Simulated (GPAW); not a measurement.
A calculation with GPAW 26.7.0 of AlO (ASE script, structure typed inline):

run.py

```python
from ase import Atoms
from ase.dft.bandgap import bandgap
from ase.io import write
from ase.units import Bohr, GPa
from gpaw import GPAW, PW
from gpaw.elf import elf_from_dft_calculation

atoms = Atoms(['Al', 'O'],
              cell=[[2.76919, 0.0, 0.0],
                    [0.0, 2.76919, 0.0],
                    [0.0, 0.0, 2.76919]],
              scaled_positions=[[0.5, 0.5, 0.5],
                                [0.0, 0.0, 0.0]],
              pbc=True)

calc = GPAW(mode=PW(800),
            xc='PBE',
            kpts={'size': (10, 10, 10), 'gamma': True},
            occupations={'name': 'fermi-dirac', 'width': 0.05},
            nbands=12,
            convergence={'density': 1e-05, 'energy': 1e-05},
            maxiter=150,
            txt='gpaw.txt')
atoms.calc = calc
energy = atoms.get_potential_energy()
forces = atoms.get_forces()
stress = atoms.get_stress()
calc.write('gs.gpw')
write('result.traj', atoms)
print(f'Energy: {energy:.6f} eV')
print('Forces (eV/A):')
print(forces.round(4))
print('Stress (GPa):', (stress / GPa).round(3))
print('Fermi level:', round(calc.get_fermi_level(), 4), 'eV')
print(f'Gap: {bandgap(calc)[0]:.4f} eV, direct: {bandgap(calc, direct=True)[0]:.4f} eV')

# fields on the real-space grid
write('density.cube', atoms, data=calc.get_pseudo_density() * Bohr**3)
write('potential.cube', atoms, data=calc.get_electrostatic_potential())
write('elf.cube', atoms, data=elf_from_dft_calculation(calc).data)
```

Potentials or basis: GPAW PAW data sets (gpaw-data 1.2.1), pw.

Launch:

```sh
$ OMP_NUM_THREADS=1 python run.py
```

The cell was built by a generator and needn't be a form met in nature.

Problem. Write the same calculation in another form: cli, Cartesian positions.

Solution. As run:

The input AlO.xyz:

```xyz
2
Lattice="2.7691900000 0.0000000000 0.0000000000 0.0000000000 2.7691900000 0.0000000000 0.0000000000 0.0000000000 2.7691900000" Properties=species:S:1:pos:R:3 pbc="T T T"
Al     1.3845950000      1.3845950000      1.3845950000
O      0.0000000000      0.0000000000      0.0000000000
```

Potentials or basis: GPAW PAW data sets (gpaw-data 1.2.1), pw.

Command:

```console
$ OMP_NUM_THREADS=1 gpaw run AlO.xyz -p 'mode=PW(800),xc=PBE,kpts={size:(10,10,10),gamma:True},occupations={name:fermi-dirac,width:0.05},nbands=12,convergence={density:1e-05,energy:1e-05},maxiter=150,txt=gpaw.txt' --properties efs -w gs.gpw
```

Both were run:

|  | ASE script, structure typed inline | cli, Cartesian positions |
| --- | --- | --- |
| Pressure | 0.2 GPa | 0.2 GPa |
| Band gap on the k mesh | none (metal or under the smearing width) | none (metal or under the smearing width) |

Keys that steer only the numerical path or the files written may differ.

Caveat: an odd number of electrons without spin polarisation forces a metal; a magnetic or distorted state may lie lower.
